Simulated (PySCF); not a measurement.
A mixed set of molecules. Theory: TDDFT B3LYP/def2-SVPD, vertical, gas phase, core orbitals frozen in the response (PySCF 2.14.0, density-fitted response routines). Geometries: GFN2-xTB; one conformer of each isolated species. Triplets are in the Tamm–Dancoff approximation.

Question: Rank by computed lowest singlet excitation energy, lowest first.
A. `C1=CC2(C=C1)CC2`
B. `Cl[C]Cl` [singlet]
C. `FC(F)[C@H](F)C1COC1`
D. `FC(F)=C([C@H](OC)C)F`
E. `COCCC(=C(F)F)F`
F. `C#Cc1ncc(F)s1`
G. `C1=C[C@H]2C=C[C@@H]1C2`
H. `FC([SiH2]Cl)(F)F`

Answer: B (2.16 eV), F (4.57 eV), A (4.70 eV), G (4.83 eV), E (6.26 eV), D (6.44 eV), C (6.68 eV), H (7.34 eV).

```json
{"SMILES": "Cl[C]Cl", "S1 (eV)": "2.16", "gap (eV)": "3.50", "α (au)": "42.6", "HOMO (eV)": "-6.99", "LUMO (eV)": "-3.49", "S1 mainly": "H→L (100%)"}
{"SMILES": "C#Cc1ncc(F)s1", "S1 (eV)": "4.57", "gap (eV)": "4.88", "α (au)": "85.6", "HOMO (eV)": "-6.90", "LUMO (eV)": "-2.01", "S1 mainly": "H→L (94%)"}
{"SMILES": "C1=CC2(C=C1)CC2", "S1 (eV)": "4.70", "gap (eV)": "5.14", "α (au)": "77.8", "HOMO (eV)": "-5.96", "LUMO (eV)": "-0.82", "S1 mainly": "H→L (98%)"}
{"SMILES": "C1=C[C@H]2C=C[C@@H]1C2", "S1 (eV)": "4.83", "gap (eV)": "5.64", "α (au)": "71.2", "HOMO (eV)": "-6.20", "LUMO (eV)": "-0.56", "S1 mainly": "H→L (98%)"}
{"SMILES": "COCCC(F)=C(F)F", "S1 (eV)": "6.26", "gap (eV)": "7.12", "α (au)": "69.9", "HOMO (eV)": "-7.01", "LUMO (eV)": "0.11", "S1 mainly": "H→L (56%)"}
{"SMILES": "CO[C@H](C)C(F)=C(F)F", "S1 (eV)": "6.44", "gap (eV)": "7.37", "α (au)": "69.2", "HOMO (eV)": "-7.44", "LUMO (eV)": "-0.07", "S1 mainly": "H→L+1 (88%)"}
{"SMILES": "FC(F)[C@H](F)C1COC1", "S1 (eV)": "6.68", "gap (eV)": "7.72", "α (au)": "63.9", "HOMO (eV)": "-7.35", "LUMO (eV)": "0.37", "S1 mainly": "H→L (57%)"}
{"SMILES": "FC(F)(F)[SiH2]Cl", "S1 (eV)": "7.34", "gap (eV)": "8.44", "α (au)": "54.5", "HOMO (eV)": "-9.23", "LUMO (eV)": "-0.79", "S1 mainly": "H→L (98%)"}
```

H and L stand for HOMO and LUMO.

Mean S1 by what the SMILES shows (count): a double or triple bond but no aromatic ring 5.56 eV (4); single bonds only 5.40 eV (3).

- `Cl[C]Cl`: Löwdin shares by element: HOMO carbon 56%, chlorine 44%; LUMO carbon 58%, chlorine 42%.
- `C#Cc1ncc(F)s1`: Löwdin shares by element: HOMO carbon 65% or more (atoms not listed hold the other 35%); LUMO carbon 31% or more, sulfur 19%, nitrogen 17% (atoms not listed hold the other 33%).
- `C1=CC2(C=C1)CC2`: Löwdin shares by element: HOMO carbon 86% or more; LUMO carbon 66% or more (atoms not listed hold the other 34%).
- `C1=C[C@H]2C=C[C@@H]1C2`: Löwdin shares by element: HOMO carbon 86% or more; LUMO carbon 68% or more (atoms not listed hold the other 32%).
- `COCCC(F)=C(F)F`: Löwdin shares by element: HOMO carbon 55% or more, fluorine 22% or more (atoms not listed hold the other 23%); LUMO carbon 46% or more (atoms not listed hold the other 54%).
- `CO[C@H](C)C(F)=C(F)F`: Löwdin shares by element: HOMO carbon 56% or more, fluorine 23% or more (atoms not listed hold the other 20%); LUMO carbon 59% or more, fluorine 16% or more (atoms not listed hold the other 25%).
- `FC(F)[C@H](F)C1COC1`: Löwdin shares by element: HOMO oxygen 59%, carbon 19% or more, hydrogen 5% or more (atoms not listed hold the other 17%); LUMO carbon 40% or more (atoms not listed hold the other 60%).
- `FC(F)(F)[SiH2]Cl`: Löwdin shares by element: HOMO chlorine 33%, carbon 18%, silicon 16%, fluorine 10% or more (atoms not listed hold the other 24%); LUMO silicon 35%, chlorine 27%, hydrogen 22% (atoms not listed hold the other 16%).
